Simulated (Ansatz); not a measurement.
Runs of Ansatz 0.2.0 on Cr. The structure is cubic, space group Im-3m (No. 229). The conventional cell has a = 2.969 Å, b = 2.969 Å, c = 2.969 Å, α = 90.00°, β = 90.00°, γ = 90.00°. Cr (site symmetry m-3m) is surrounded by 8 Cr at 2.57 Å. 

```csv
spin,fixed moment (μB),k mesh,pressure (GPa),moment (μB)
"collinear, ferromagnetic start",0.8,10 × 10 × 10,-26.6,0.80
"collinear, ferromagnetic start",6.0,10 × 10 × 10,130.5,6.00
"collinear, ferromagnetic start",2.2,10 × 10 × 10,-2.9,2.20
"collinear, ferromagnetic start",1.5,10 × 10 × 10,(a),1.50
"collinear, random start",-,12 × 12 × 12,-32.2,0.00
```

Alike in all rows: task single point; level PBEsol; potentials or basis Ansatz PAW; cell as given; cutoff (eV) 420; smearing fermi-dirac 0.05 eV.

Q: Fill in the values left out.

A: (a) -16.4.

Caveats: the PAW data sets come from PBE, with cores solved anew for the run's functional, which leaves a small shift of forces and pressure; the total moment is fixed, so each spin has its own Fermi level (some runs); the thresholds are loose for stress (some runs); a pressure of tens of GPa on the cell as given is suspect, and the run, the potentials or the cell itself is likely at fault (some runs); the starting moments weren't kept (some runs).
